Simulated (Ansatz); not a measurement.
**H-type MoS2 bilayer (3R stacking) in a perpendicular field**

Aim: how the H-type MoS2 bilayer (3R stacking) screens a field along its normal, and what the field does to its bands. A positive field points along +c.

Calculated with Ansatz 0.2.0; plane-wave DFT, PBEsol-D3(BJ), Ansatz PAW, in the first sound run; inputs show where later runs differ.

### 1. The starting structure

The cell holds 6 atoms: 4 S and 2 Mo. Its edges and angles: a = 3.180 Å, b = 3.180 Å, c = 27.525 Å, α = 90.0°, β = 90.0°, γ = 120.0°. Regions: layer 1: 2H-MoS2, 3 atoms (2 S and 1 Mo); layer 2: 2H-MoS2, 3 atoms (2 S and 1 Mo). Vacuum lies along c.

### 2. Relaxing the slab

The starting cell is a guess, so the in-plane lattice and the atoms are relaxed first, with the slab cut off from its images along the normal. The program lengthens the vector along the normal by itself, so c and the volume that it reports differ from the typed ones.

input.yaml reads:

```yaml
crystal:
  lattice:
    - [3.18, 0.0, 0.0]
    - [-1.59, 2.753960784, 0.0]
    - [0.0, 0.0, 27.525195476]
  atoms:
    - { symbol: S, position: [0.3333333333, 0.6666666667, 0.3269731548] }
    - { symbol: Mo, position: [0.0, 0.0, 0.3862388145] }
    - { symbol: S, position: [0.3333333333, 0.6666666667, 0.4455044742] }
    - { symbol: S, position: [0.6666666667, 0.3333333333, 0.5544955258] }
    - { symbol: Mo, position: [0.3333333333, 0.6666666667, 0.6137611855] }
    - { symbol: S, position: [0.6666666667, 0.3333333333, 0.6730268452] }
  periodic: [true, true, false]
kpoints:
  mp_grid: { grid: [12, 12, 1] }
hamiltonian:
  xc: pbesol
  dispersion: d3bj
scf:
  occupations: { method: fermi_dirac, width: 0.05 }
  convergence: { dr2_threshold: 1.0e-09 }
relax:
  f_tol: 0.004
  max_steps: 90
  cell: {}
output:
  write_potential: true
  write_density: true
  volumetric_format: npy
```

Started as:

```console
$ ansatz run input.yaml --threads 4 --pin off --max-ram 6144MiB --backend cpu --events-out ev --progress --plain --runs-dir out
```

Numbers of over 12 decimals in the logs are rounded to 6 here.

Output:

```text
Warning: crystal.periodic: the lattice vector that does not repeat stood 0.000° off the slab's normal, 27.525 Å along it as the deck builds it. The run solves the slab on a vector along the normal, 42.850 Å long, with every atom where it was (on the deck's vector they left 18.00 Å outside them, and the widest stretch free of ions among them is 3.00 Å). A fractional position that the run reports is one of the run's ce [...]
Warning: relax.cell: scf.convergence.dr2_threshold = 1e-9 eV is looser than the 1.57383960337e-10 eV advised for a relaxation that steers and ends on the stress (1e-10 eV for each atom of the cell: 6, times the square of relax.cell.stress_2d_tol = 0.05 N/m over 19.5 Å (the atoms' height at the walk's start and 5 Å past either face), 2.561e-2 GPa, over a crystal's default 0.05). What an SCF threshold leaves in a stress goes as its square root, and in the free energy as the threshold itself, and one threshold admits the most on a small cell: [figures from the program's tests cut] Set scf.convergence.dr2_threshold to 1.57383960337e-10 eV or tighter. [rest of the remark cut]
crystal.periodic: the lattice vector that does not repeat stood 0.000° off the slab's normal, 27.525 Å along it as the deck builds it. The run solves the slab on a vector along the normal, 42.850 Å long, with every atom where it was (on the deck's vector they left 18.00 Å outside them, and the widest stretch free of ions among them is 3.00 Å). A fractional position that the run reports is one of the run's cell, which [...]
Engine: ansatz 0.2.0, aarch64-unknown-linux-gnu
Pseudopotentials: kind: paw
Pseudopotential: S, paw, valence charge 6, recommended cutoff 420 eV (normal), S.paw.azcp
Pseudopotential: Mo, paw, valence charge 14, recommended cutoff 420 eV (normal), Mo.paw.azcp
Functional definition: PBEsol
  exchange = pbesol_x
  correlation = pbesol_c
Crystal: 6 atoms, lattice volume = 375.266 Å³
Basis set: ecut = 420 eV, 7367 PW (Γ), exchange–correlation on 48×48×576 points (8 copies of the dense FFT grid, shifted against one another)
Bands: 32, of which v1, the nominal top of the filled ones, is band 26 counted from 1 (25 counted from 0)
Symmetry: 6 space group operations
Space group: P3m1 (ITA 156), of the structure as read, at distance tolerance 7.2e-5 Å
k-points: 19 of 144 (time reversal used)
Non-local potential: S, projectors of the file, l = 0: 2, l = 1: 2, l = 2: 2
Non-local potential: Mo, projectors of the file, l = 0: 3, l = 1: 2, l = 2: 2, l = 3: 1
PAW form: soft (Blöchl's): semilocal exchange-correlation on the pseudo side does not see the compensation charge
PAW frozen core: S, regenerated for the run's functional, and the local potential with it (the file was generated under x = pbe(κ = 0.804, μ = 0.219515), c = pbe(β = 0.066725))
PAW frozen core: Mo, regenerated for the run's functional, and the local potential with it (the file was generated under x = pbe(κ = 0.804, μ = 0.219515), c = pbe(β = 0.066725))
PAW one-centre angular grid: S, 110 points (default); XC on 64 Gauss nodes
PAW one-centre angular grid: Mo, 590 points (default); XC on 64 Gauss nodes
Initial density: superposition of atomic densities (neutral atoms: chi_scale 0, normalization atom), corrected by the library's trained network
Initial wavefunctions: pseudopotential atomic-orbital guess
Functional: x = pbesol(κ = 0.804, μ = 0.123457), c = pbesol(β = 0.046)
SCF iter   1: F=—  HF=-13341.787583 eV  |F-HF|=—  |Δ(HF+E_count)|=         —  Δρ=3.71e-3  dr2=1.15e-1  ethr=1.77e-3  ⟨swp⟩=14.4  Hψ=4756  notcnv=0
preconditioner: auto → Resta (q_TF=auto, 1.963 Å⁻¹)  ε∞=3.4  [insulator: Δε(μ)=1.245 eV  Ē_g=7.434 eV  σ=0.050 eV  W_gap=1.00  n_scr=26 (ndim 8)  ℏωp=11.5 eV  f_vac=0.692  D(μ)=0.00/eV (n_scr^D=0)  ε∞_Penn≈3.4  vacuum switching on, ρ_ref=4.0e-3 e/Å³]
SCF iter   2: F=—  HF=-13341.795430 eV  |F-HF|=—  |Δ(HF+E_count)|=   7.85e-3  Δρ=2.63e-3  dr2=1.23e-1  ethr=2.21e-4  ⟨swp⟩=4.5  Hψ=1432  notcnv=0  defer=1
SCF iter   3: F=—  HF=-13341.786110 eV  |F-HF|=—  |Δ(HF+E_count)|=   9.32e-3  Δρ=1.51e-3  dr2=5.19e-3  ethr=2.21e-4  ⟨swp⟩=2.8  Hψ=1023  notcnv=0  defer=1
SCF iter   4: F=—  HF=-13341.788769 eV  |F-HF|=—  |Δ(HF+E_count)|=   2.66e-3  Δρ=5.03e-4  dr2=1.73e-3  ethr=9.99e-6  ⟨swp⟩=3.6  Hψ=1481  notcnv=0  defer=1
SCF iter   5: F=—  HF=-13341.788651 eV  |F-HF|=—  |Δ(HF+E_count)|=   1.18e-4  Δρ=1.88e-4  dr2=1.00e-4  ethr=3.33e-6  ⟨swp⟩=2.7  Hψ=960  notcnv=0  defer=1
SCF iter   6: F=—  HF=-13341.788690 eV  |F-HF|=—  |Δ(HF+E_count)|=   3.81e-5  Δρ=7.13e-5  dr2=4.08e-5  ethr=1.92e-7  ⟨swp⟩=3.1  Hψ=1384  notcnv=0  defer=1
SCF iter   7: F=—  HF=-13341.788542 eV  |F-HF|=—  |Δ(HF+E_count)|=   1.47e-4  Δρ=2.72e-5  dr2=4.58e-6  ethr=7.85e-8  ⟨swp⟩=2.6  Hψ=996  notcnv=0  defer=1
SCF iter   8: F=—  HF=-13341.788532 eV  |F-HF|=—  |Δ(HF+E_count)|=   1.09e-5  Δρ=9.21e-6  dr2=9.72e-7  ethr=8.81e-9  ⟨swp⟩=3.2  Hψ=1342  notcnv=0  defer=1
SCF iter   9: F=—  HF=-13341.788532 eV  |F-HF|=—  |Δ(HF+E_count)|=   7.94e-8  Δρ=7.86e-6  dr2=1.36e-6  ethr=1.87e-9  ⟨swp⟩=2.9  Hψ=1049  notcnv=0  defer=1
SCF iter  10: F=—  HF=-13341.788532 eV  |F-HF|=—  |Δ(HF+E_count)|=   1.13e-7  Δρ=1.84e-6  dr2=3.68e-8  ethr=1.87e-9  ⟨swp⟩=2.6  Hψ=924  notcnv=0  defer=1
SCF iter  11: F=—  HF=-13341.788532 eV  |F-HF|=—  |Δ(HF+E_count)|=   4.83e-9  Δρ=6.22e-7  dr2=3.00e-9  ethr=7.09e-11  ⟨swp⟩=3.1  Hψ=1239  notcnv=0  defer=1
SCF iter  12: F=—  HF=-13341.788532 eV  |F-HF|=—  |Δ(HF+E_count)|=   2.81e-9  Δρ=8.46e-7  dr2=7.91e-9  ethr=1.92e-12  ⟨swp⟩=12.9  Hψ=5380  notcnv=0
SCF iter  13: F=-13341.788532 eV  HF=-13341.788532 eV  |F-HF|=2.91e-11  |Δ(HF+E_count)|=  5.82e-10  Δρ=1.86e-7  dr2=1.62e-10  ethr=1.92e-12  ⟨swp⟩=9.1  Hψ=4557  notcnv=0
SCF 1 converged in 13 iterations: F = -13341.788532 eV  dr2 = 1.62e-10
  greatest PAW one-centre occupation: 0.999 electrons in one spin orbital (limit 2), on the Mo atom at site 4 (counted from 0), in its partial waves of l = 0
relax step   1: F+E_penalty+E_count = -13341.78853157 eV  Δ(F+E_penalty+E_count) = +0.000e0 eV  max|allowed force component| = 1.560e0 eV/Å  Δτ_max = 0.0000 Å  P = -12.871 N/m  Ω = 375.266 Å³  fix = [c, alpha, beta]  reactions: c -0.000 N/m  (13 SCF iters, accepted)
Crystal: 6 atoms, lattice volume = 360.750 Å³
Basis set: ecut = 420 eV, 7031 PW (Γ), exchange–correlation on 48×48×576 points (8 copies of the dense FFT grid, shifted against one another)
Initial density: handed on by an earlier stage of this run
Initial wavefunctions: those handed on with the density
iter 1 solved again at ethr=5.57e-4 eV; its pass at ethr=3.10e-3 eV (dr2=2.90e-1 eV) is discarded
[...]
SCF iter   7: F=—  HF=-13342.189912 eV  |F-HF|=—  |Δ(HF+E_count)|=   8.61e-5  Δρ=7.65e-5  dr2=1.25e-4  ethr=1.90e-7  ⟨swp⟩=3.8  Hψ=1551  notcnv=0  defer=4
SCF iter   8: F=—  HF=-13342.189910 eV  |F-HF|=—  |Δ(HF+E_count)|=   1.73e-6  Δρ=7.67e-5  dr2=2.81e-5  ethr=1.90e-7  ⟨swp⟩=2.5  Hψ=839  notcnv=0  defer=4
SCF iter   9: F=—  HF=-13342.189901 eV  |F-HF|=—  |Δ(HF+E_count)|=   9.06e-6  Δρ=1.35e-5  dr2=8.35e-7  ethr=5.40e-8  ⟨swp⟩=3.1  Hψ=1188  notcnv=0  defer=4
SCF iter  10: F=—  HF=-13342.189878 eV  |F-HF|=—  |Δ(HF+E_count)|=   2.35e-5  Δρ=9.53e-6  dr2=9.06e-7  ethr=1.61e-9  ⟨swp⟩=3.7  Hψ=1507  notcnv=0  defer=4
SCF iter  11: F=—  HF=-13342.189878 eV  |F-HF|=—  |Δ(HF+E_count)|=   1.02e-7  Δρ=3.08e-6  dr2=1.04e-7  ethr=1.61e-9  ⟨swp⟩=2.7  Hψ=939  notcnv=0  defer=4
SCF iter  12: F=—  HF=-13342.189878 eV  |F-HF|=—  |Δ(HF+E_count)|=  6.48e-10  Δρ=1.16e-6  dr2=1.50e-8  ethr=2.00e-10  ⟨swp⟩=3.3  Hψ=1259  notcnv=0  defer=4
SCF iter  13: F=—  HF=-13342.189878 eV  |F-HF|=—  |Δ(HF+E_count)|=  8.55e-10  Δρ=4.55e-7  dr2=4.63e-9  ethr=2.89e-11  ⟨swp⟩=3.2  Hψ=1102  notcnv=0  defer=4
SCF iter  14: F=-13342.189878 eV  HF=-13342.189878 eV  |F-HF|=1.47e-10  |Δ(HF+E_count)|=  2.26e-10  Δρ=2.26e-7  dr2=5.65e-10  ethr=1.92e-12  ⟨swp⟩=10.5  Hψ=5568  notcnv=0
SCF 3 converged in 14 iterations: F = -13342.189878 eV  dr2 = 5.65e-10
relax step   3: F+E_penalty+E_count = -13342.18987763 eV  Δ(F+E_penalty+E_count) = -6.325e-2 eV  max|allowed force component| = 2.552e-1 eV/Å  Δτ_max = 0.1921 Å  P = +1.023 N/m  Ω = 356.776 Å³  energy of the carried Pulay correction = +3.927e-4 eV  fix = [c, alpha, beta]  reactions: c +0.000 N/m  (14 SCF iters, accepted)
[...]
relax step   4: F+E_penalty+E_count = -13342.19886747 eV  Δ(F+E_penalty+E_count) = -8.990e-3 eV  max|allowed force component| = 1.071e-2 eV/Å  Δτ_max = 0.0160 Å  P = +0.373 N/m  Ω = 359.671 Å³  energy of the carried Pulay correction = +3.299e-4 eV  fix = [c, alpha, beta]  reactions: c +0.000 N/m  (11 SCF iters, accepted)
[...]
relax step   5: F+E_penalty+E_count = -13342.19909448 eV  Δ(F+E_penalty+E_count) = -2.270e-4 eV  max|allowed force component| = 5.907e-3 eV/Å  Δτ_max = 0.0108 Å  P = -0.031 N/m  Ω = 360.316 Å³  energy of the carried Pulay correction = +3.160e-4 eV  fix = [c, alpha, beta]  reactions: c -0.000 N/m  (11 SCF iters, accepted)
[...]
relax step   6: F+E_penalty+E_count = -13342.19911506 eV  Δ(F+E_penalty+E_count) = -2.058e-5 eV  max|allowed force component| = 5.126e-4 eV/Å  Δτ_max = 0.0035 Å  P = -0.001 N/m  Ω = 360.314 Å³  energy of the carried Pulay correction = +3.160e-4 eV  fix = [c, alpha, beta]  reactions: c -0.000 N/m  (9 SCF iters, accepted)
Initial wavefunctions: pseudopotential atomic-orbital guess (no wavefunctions were taken with the density)
iter 1 solved again at ethr=1.13e-7 eV; its pass at ethr=3.10e-3 eV (dr2=5.90e-5 eV) is discarded
SCF iter   1: F=—  HF=-13342.198887 eV  |F-HF|=—  |Δ(HF+E_count)|=         —  Δρ=2.30e-5  dr2=2.62e-7  ethr=1.13e-7  ⟨swp⟩=6.6  Hψ=8296  notcnv=0
preconditioner: auto → Resta (q_TF=auto, 1.976 Å⁻¹)  ε∞=3.2  [insulator: Δε(μ)=0.993 eV  Ē_g=7.956 eV  σ=0.050 eV  W_gap=1.00  n_scr=26 (ndim 8)  ℏωp=11.7 eV  f_vac=0.706  D(μ)=0.00/eV (n_scr^D=0)  ε∞_Penn≈3.2  vacuum switching on, ρ_ref=4.6e-3 e/Å³]
SCF iter   2: F=—  HF=-13342.198777 eV  |F-HF|=—  |Δ(HF+E_count)|=   1.10e-4  Δρ=1.13e-5  dr2=5.68e-8  ethr=5.05e-10  ⟨swp⟩=3.9  Hψ=1719  notcnv=0
SCF iter   3: F=—  HF=-13342.198777 eV  |F-HF|=—  |Δ(HF+E_count)|=   4.67e-8  Δρ=1.38e-6  dr2=1.33e-8  ethr=1.09e-10  ⟨swp⟩=2.9  Hψ=1279  notcnv=0
SCF iter   4: F=—  HF=-13342.198777 eV  |F-HF|=—  |Δ(HF+E_count)|=  2.22e-10  Δρ=7.09e-7  dr2=1.04e-8  ethr=2.55e-11  ⟨swp⟩=3.5  Hψ=1130  notcnv=0
SCF iter   5: F=—  HF=-13342.198777 eV  |F-HF|=—  |Δ(HF+E_count)|=  6.35e-10  Δρ=3.41e-7  dr2=2.09e-9  ethr=2.00e-11  ⟨swp⟩=1.6  Hψ=659  notcnv=0
SCF iter   6: F=-13342.198777 eV  HF=-13342.198777 eV  |F-HF|=2.75e-10  |Δ(HF+E_count)|=  4.73e-11  Δρ=1.59e-7  dr2=2.43e-10  ethr=1.92e-12  ⟨swp⟩=14.9  Hψ=5421  notcnv=0
SCF 7 converged in 6 iterations: F = -13342.198777 eV  dr2 = 2.43e-10
relax step   7: F+E_penalty+E_count = -13342.19877719 eV  Δ(F+E_penalty+E_count) = +3.379e-4 eV  max|allowed force component| = 5.053e-4 eV/Å  Δτ_max = 0.0000 Å  P = +0.001 N/m  Ω = 360.314 Å³  fix = [c, alpha, beta]  reactions: c +0.000 N/m  stress off target by 6.16e-4 N/m on what of the cell is left free  SCF on the basis re-selected at this cell (its energy is not comparable with the rows above)  (6 SCF iters)
basis re-selected at this cell: Δ(F+E_penalty+E_count) = +3.379e-4 eV, ΔP = +0.002 N/m vs the last step (what re-selecting the basis moved, of the pressure what is left beyond the Pulay correction that the steps carried, after the strain that the cell walked since its last selection, with what the two solves' SCF thresholds leave and, on support functions, any second-order correction that the steps lacked; it is no m [...]
SCF converged after 6 iterations
Free energy (F): -13342.198777 eV
Harris-Foulkes:  -13342.198777 eV  (|F-HF|=2.75e-10)
Internal energy: -13342.198775 eV  (E = F + TS)
E sigma→0 (E₀):  -13342.198776 eV
Entropy (-TS):   -0.000002 eV (-0.000 meV/atom)
Fermi energy:    -4.774456 eV
--- Per-component energies (eV) ---
  E_band       = -1154.561817
  E_kinetic    = 1316.546412
  E_local      = -209965.606014  (includes V_loc(G=0)·N_el)
  E_nonlocal   = 403.137215
  E_hartree    = 104106.133188
  E_xc         = -752.911879
  E_vxc        = -811.190130  (∫ρ·V_xc dr)
  E_paw        = -8624.022247  (= ΣΔE_a)
  E_vpaw       = -309.715043  (= ΣTr[D̂ρ^β])
  E_aug_tail   = 0.000066  (compensation charges beyond the density's cutoff)
  E_ewald      = 100175.799023
  E_disp       = -1.940933  (pairwise vdW)
  E_core_change = 0.666396  (= ΣΔE_core)
  E_smearing   = -0.000002  (= −TS)
  E_closure    = 0.000000  (closes the sum)
  Σ components = -13342.198777   (vs F -13342.198777, Δ=0.00e0)
--- Forces (eV/Å), atoms counted from 1 ---
  atom   1  S      0.00000000    -0.00000000    -0.00003177
  atom   2  Mo    -0.00000000    -0.00000000     0.00050578
  atom   3  S      0.00000000    -0.00000000     0.00001886
  atom   4  S      0.00000000    -0.00000000    -0.00023570
  atom   5  Mo     0.00000000    -0.00000000     0.00003143
  atom   6  S      0.00000000    -0.00000000    -0.00028570
  max |Σ_I F_I| component: 2.90e-6 eV/Å
--- 2D stress c σ (N/m, compression-positive) ---
        0.000616       0.000000       0.000000
        0.000000       0.000616      -0.000000
        0.000000      -0.000000       0.000000
  P = ½ c Tr σ = 0.0006 N/m
--- Band table (eV; the first three rows and the last of 19) ---
  k-point 0: bands = [... 22 lower, -7.3252, -7.1943, -6.3160, -5.2208, -3.1083, -3.1083, -2.9710, -2.9710, ... 2 higher]
  k-point 1: bands = [... 22 lower, -7.2712, -6.8394, -6.3204, -5.4180, -3.2081, -3.1258, -3.0508, -3.0439, ... 2 higher]
  k-point 2: bands = [... 22 lower, -7.2860, -6.7878, -6.4471, -6.0016, -3.6694, -3.4005, -3.3116, -3.2270, ... 2 higher]
  k-point 18: bands = [... 22 lower, -8.2938, -8.0269, -6.0085, -5.8764, -4.1064, -4.0038, -3.0632, -3.0044, ... 2 higher]
  the weakly bound empty levels are not read free of the cell's end (no_gap_told)
--- Relaxed structure (6 steps of the walk, 6 accepted, 1 SCFs on fresh bases) ---
  F+E_penalty+E_count = -13342.19877719 eV   max|allowed force component| = 5.053e-4 eV/Å   (the final SCF, on the basis selected at the relaxed cell)
  cell:  # Å, volume = 360.3136 Å³
    - [3.116001, 0, 0]
    - [-1.558001, 2.698536, 0]
    - [0, 0, 42.850391]
  atoms:
    - { symbol: S, position: [0.333333, 0.666667, 0.216903] }
    - { symbol: Mo, position: [-1.8731149317869076e-17, -3.1133979324152492e-18, 0.253407] }
    - { symbol: S, position: [0.333333, 0.666667, 0.289804] }
    - { symbol: S, position: [0.666667, 0.333333, 0.352529] }
    - { symbol: Mo, position: [0.333333, 0.666667, 0.388978] }
    - { symbol: S, position: [0.666667, 0.333333, 0.425446] }
```

Run time: 61 s. Hardware: 4 threads of Arm Neoverse V1, shared host; peak memory 0.72 GiB.

The steps of the relaxation:

```
step  energy less that of the first step (eV)  largest force component (eV/Å)  volume (Å³)
   1                                   0.0000                          1.5601       375.27
   2                                  -0.3381                          0.7768       360.75
   3                                  -0.4013                          0.2552       356.78
   4                                  -0.4103                          0.0107       359.67
   5                                  -0.4106                          0.0059       360.32
   6                                  -0.4106                          0.0005       360.31
  7*                                  -0.4102                          0.0005       360.31
```

Relaxation steps marked * repeat the geometry before them on a plane-wave basis chosen anew for their cell, so energy and pressure can jump there.

Forces are held to the 6 operations that the run works with; a distortion that breaks them can't arise in this run.

```
cell as run  before  after  change
      a (Å)   3.180  3.116  -2.0 %
      b (Å)   3.180  3.116  -2.0 %
```

The atoms that moved most (Å, along periodic axes as changes of fractional coordinates times the final cell, across vacuum about the mean position):

```
atom     dx     dy      dz  length
  S6  0.000  0.000  -0.295   0.295
  S1  0.000  0.000   0.294   0.294
 Mo2  0.000  0.000   0.227   0.227
 Mo5  0.000  0.000  -0.226   0.226
  S4  0.000  0.000  -0.157   0.157
  S3  0.000  0.000   0.156   0.156
```

The relaxed structure:

```xyz
6
Lattice="3.1160 0.0000 0.0000 -1.5580 2.6985 0.0000 0.0000 0.0000 42.8504" Properties=species:S:1:pos:R:3
S     0.0000    1.7990    9.2944
Mo    0.0000    0.0000   10.8586
S     0.0000    1.7990   12.4182
S     1.5580    0.8995   15.1060
Mo    0.0000    1.7990   16.6679
S     1.5580    0.8995   18.2305
```

The lattice constant a goes from 3.180 to 3.116 Å.

(Continued in part 2 of 4.)

[Logs are printed without paths, hosts, clocks, repeated set-up lines and the standing remarks that a program may print on its own settings, such as how far it seeks lower states.]

[Hosts, paths, dates, database ids (printed as entryN), source tags and the programs' standing remarks are cut or masked in the printed files.]

[Maps of the electrostatic potential energy from Ansatz leave out the sawtooth potential of an applied field or a dipole correction, so their vacuum need not be flat; planar profiles and work functions include it.]
